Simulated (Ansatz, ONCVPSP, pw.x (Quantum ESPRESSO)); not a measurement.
## pw.x on fcc Mo: one setting changed

Potential: optimised norm-conserving Vanderbilt (ONCV), ONCVPSP 4.0.1.1 (patched build), LDA (Perdew-Wang 92); core [Ar] 3d10, reference 4s2 4p6 4d5 5s0.5; waves: 4s+5s: rc 2.15 bohr, ncon 3, nbas 6, qcut 7.3 1/bohr, 2 projectors; 4p: rc 1.45 bohr, ncon 4, nbas 8, qcut 9.3 1/bohr, 2 projectors, debl 1.8 Ha; 4d: rc 2.55 bohr, ncon 4, nbas 9, qcut 6.1 1/bohr, 2 projectors, debl 1.7 Ha; local part: polynomial inside 1.40 bohr (lpopt 4, dvloc0 0 Ha); core correction: Teter function fitted to the true core (icmod 2), fcfact 0.75.

The reference run (k-mesh 14³, cutoffs 85/340 Ry, Fermi–Dirac 0.01 Ry, mixing_beta 0.4, conv_thr 1e-9, no spin) gives 1.13 GPa at 15.256 Å³/atom, where all-electron LAPW gives 0.23 GPa. This run, with its own iteration cap, changes k-mesh points per axis to 2.

```
&control
  calculation='scf', prefix='x', pseudo_dir='./', outdir='./tmp', tstress=.true., disk_io='none'
/
&system
  ibrav=0, nat=1, ntyp=1, ecutwfc=85, ecutrho=340, nbnd=15,
  occupations='smearing', smearing='fd', degauss=0.01
/
&electrons
  conv_thr=1e-09, mixing_beta=0.4, electron_maxstep=70
/
ATOMIC_SPECIES
Mo 1.0 Mo.UPF
CELL_PARAMETERS angstrom
  0.00000000 1.96850669 1.96850669
  1.96850669 0.00000000 1.96850669
  1.96850669 1.96850669 0.00000000
ATOMIC_POSITIONS crystal
Mo 0.0000 0.0000 0.0000
K_POINTS automatic
2 2 2 0 0 0
```

```bash
pw.x < Mo.scf.in > Mo.scf.out
```

How does the run end?

It converges in 8 iterations; the free energy moves by -1.13 eV/atom and the pressure by -34.27 GPa.

```
Message from routine setup:
     using ibrav=0 with symmetry is DISCOURAGED, use correct ibrav instead
     lattice parameter (alat)  =       5.2608  a.u.
     unit-cell volume          =     102.9526 (a.u.)^3
     number of electrons       =        14.00
     number of Kohn-Sham states=           15
     kinetic-energy cutoff     =      85.0000  Ry
     charge density cutoff     =     340.0000  Ry
     scf convergence threshold =      1.0E-09
     Exchange-correlation= SLA  PW   NOGX NOGC
     number of k points=     3  Fermi-Dirac smearing, width (Ry)=  0.0100
     iteration #  1     ecut=    85.00 Ry     beta= 0.40
     total energy              =    -162.70968926 Ry
     estimated scf accuracy    <       0.36353128 Ry
     iteration #  2     ecut=    85.00 Ry     beta= 0.40
     total energy              =    -162.72135482 Ry
     estimated scf accuracy    <       0.03752708 Ry
     iteration #  3     ecut=    85.00 Ry     beta= 0.40
     total energy              =    -162.72855796 Ry
     estimated scf accuracy    <       0.00086363 Ry
     iteration #  4     ecut=    85.00 Ry     beta= 0.40
     total energy              =    -162.72861943 Ry
     estimated scf accuracy    <       0.00017623 Ry
     iteration #  5     ecut=    85.00 Ry     beta= 0.40
     total energy              =    -162.72866826 Ry
     estimated scf accuracy    <       0.00000844 Ry
     iteration #  6     ecut=    85.00 Ry     beta= 0.40
     total energy              =    -162.72866834 Ry
     estimated scf accuracy    <       0.00000129 Ry
     iteration #  7     ecut=    85.00 Ry     beta= 0.40
     total energy              =    -162.72866855 Ry
     estimated scf accuracy    <          1.8E-09 Ry
     iteration #  8     ecut=    85.00 Ry     beta= 0.40
     the Fermi energy is    23.1067 ev
!    total energy              =    -162.72866855 Ry
     estimated scf accuracy    <          3.0E-11 Ry
     smearing contrib. (-TS)   =      -0.00774599 Ry
     The total energy is F=E-TS. E is the sum of the following terms:
     one-electron contribution =     -15.56580663 Ry
     hartree contribution      =      17.50793301 Ry
     xc contribution           =     -43.87705180 Ry
     ewald contribution        =    -120.78599714 Ry
     convergence has been achieved in   8 iterations
          total   stress  (Ry/bohr**3)                   (kbar)     P=     -331.38
     Message from routine punch:
     Nothing written, as per user request (disk_io='none')
```

The run took about 0.7 s on one core of a shared host (Neoverse-V2, 48 threads, 185 GiB, load 38).
